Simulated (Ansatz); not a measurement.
Crystal: WS2 (Tungstenite).

```
W S
1.0
     3.18000    0.00000    0.00000
    -1.59000    2.75396    0.00000
     0.00000    0.00000   12.50000
W S
2 4
Direct
  0.66667 0.33333 0.75000
  0.33333 0.66667 0.25000
  0.66667 0.33333 0.37500
  0.33333 0.66667 0.87500
  0.66667 0.33333 0.12500
  0.33333 0.66667 0.62500
```

Base run:

| Item | Value |
| --- | --- |
| Program | Ansatz 0.2.0 |
| Functional | PBE |
| Potentials or basis | Ansatz PAW |
| Cutoff | 420 eV |
| Density cutoff | 1680 eV |
| k mesh | 17 × 17 × 4 |
| Occupations | fermi-dirac, width 0.05 eV |
| Spin | no spin polarisation |

Its results: band gap on the k mesh 1.04 eV, indirect (least direct gap 1.85 eV); pressure 2.3 GPa; largest force 0.129 eV/Å.

Task: The run is repeated on the same cell with these changes: k mesh from 17 × 17 × 4 to 4 × 4 × 1. What comes out?

Result: Band gap on the k mesh 1.39 eV, indirect (least direct gap 2.24 eV); pressure 2.0 GPa; largest force 0.055 eV/Å.

Caveats: some runs use coarse meshes; spin-orbit coupling is left out, which moves the levels of the heavy elements; this functional lacks dispersion, which binds the layers, so the pressure and a relaxed spacing across them are unreliable; odd divisions of the mesh miss points on the zone boundary, where band edges often lie, so the gap on the mesh can be too wide (some runs).

A k mesh can miss the band edges.

Not every run made on this cell is shown here.
